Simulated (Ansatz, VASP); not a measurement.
# Sb: VASP beside Ansatz

The input INCAR:

```
PREC = Accurate
ENCUT = 520
EDIFF = 1E-6
ISMEAR = -1
SIGMA = 0.1
LREAL = False
LASPH = True
NELM = 60
ALGO = Normal
ISIF = 2
LWAVE = False
LCHARG = False
GGA = RE
NBANDS = 12
```

Contents of KPOINTS:

```
regular mesh
0
Gamma
  9 9 9
```

File POSCAR:

```
Sb
1.0
    0.0000000000      3.5270443412      3.5270443412
    3.5270443412      0.0000000000      3.5270443412
    3.5270443412      3.5270443412      0.0000000000
Sb
2
Direct
    0.1250000000      0.1250000000      0.1250000000
    0.8750000000      0.8750000000      0.8750000000
```

Input for Ansatz:

```yaml
crystal:
  lattice:
    - [0.0, 3.5270443412, 3.5270443412]
    - [3.5270443412, 0.0, 3.5270443412]
    - [3.5270443412, 3.5270443412, 0.0]
  atoms:
    - { symbol: Sb, position: [0.125, 0.125, 0.125] }
    - { symbol: Sb, position: [0.875, 0.875, 0.875] }
hamiltonian:
  xc: revpbe
  pseudopotentials:
    kind: paw
    azcp:
      Sb: "pseudopotentials/Sb.paw.azcp"
basis:
  ecutwfc: 420
  fft_grid_basis: typed
kpoints:
  mp_grid: { grid: [9, 9, 9], shift: [0, 0, 0] }
magnetization:
  spin_polarized: false
scf:
  occupations: { method: fermi_dirac, width: 0.1 }
  lower_state_search: "off"
output:
  stress: true
```

Alike in both runs: task single point; functional revPBE; k mesh 9 × 9 × 9; occupations fermi-dirac, width 0.1 eV; no spin polarisation.

|  | VASP | Ansatz |
| --- | --- | --- |
| version | VASP 6.6.1 | Ansatz 0.2.0 |
| potentials or method | VASP PAW PBE potentials, release 64 (Sb) | plane waves (420 eV) with PAW, scalar-relativistic |
| plane-wave cutoff (eV) | 520 | 420 |
| valence electrons in the cell | 10 | 30 |

|  | VASP | Ansatz | Ansatz less VASP |
| --- | --- | --- | --- |
| pressure (GPa) | 0.0 | 0.0 | +0.02 |

With one functional, cell and mesh, what is left measures potentials, basis and numerics. The two sets of potentials don't hold the same shells in valence.

Caveats: the PAW data sets were made with another functional, which shifts forces and pressure a little (VASP). The runs have no spin-orbit coupling, so splittings on Sb are missing.
